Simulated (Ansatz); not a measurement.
# MoS2: the cost of one run

Computed with Ansatz 0.2.0 (DFT LDA, scalar-relativistic, plane waves, PAW, and further levels as typed in the inputs, unless a step's input says otherwise).

## (1) The starting structure

It takes space group P-6m2 (No. 187, hexagonal). Conventional cell: a = 3.160 Å, b = 3.160 Å, c = 19.130 Å, α = 90.00°, β = 90.00°, γ = 120.00°. Around S (site symmetry 3m) lie 3 Mo at 2.40 Å. Around Mo (site symmetry -6m2) lie 6 S at 2.40 Å.

Coordinates:

```xyz
3
Lattice="3.1600 0.0000 0.0000 -1.5800 2.7366 0.0000 0.0000 0.0000 19.1300" Properties=species:S:1:pos:R:3 pbc="T T T"
S     1.5800    0.9122    8.0000
Mo    0.0000    0.0000    9.5650
S     1.5800    0.9122   11.1300
```

## (2) Relaxing the atoms: MoS2 sheet, no spin

The input, input.yaml:

```yaml
crystal:
  lattice:
    - [3.16, 0.0, 0.0]
    - [-1.58, 2.736640276, 0.0]
    - [0.0, 0.0, 19.13]
  atoms:
    - { symbol: S, position: [0.6666666667, 0.3333333333, 0.4181913225] }
    - { symbol: Mo, position: [0.0, 0.0, 0.5] }
    - { symbol: S, position: [0.6666666667, 0.3333333333, 0.5818086775] }
scf:
  occupations: { method: fixed }
  n_extra_bands: 4
output:
  forces: true
  stress: false
  write_density: true
  write_potential: true
  elf: true
  volumetric_format: npy
kpoints:
  mp_grid: { grid: [12, 12, 1] }
efield:
  axis: 3
  dipole_correction: true
hamiltonian:
  xc: lda
relax:
  f_tol: 0.005
  max_steps: 120
```

On the command line:

```console
$ ansatz run input.yaml --threads 4 --pin off --max-ram 11776MiB --backend cpu --events-out ev --progress --plain --runs-dir out
```

What time and memory should one allow on 4 threads of Intel Xeon Platinum 8259CL at 2.50GHz (Skylake/Cascade Lake), shared host?

About 8.2 s, with a peak of 0.47 GiB.
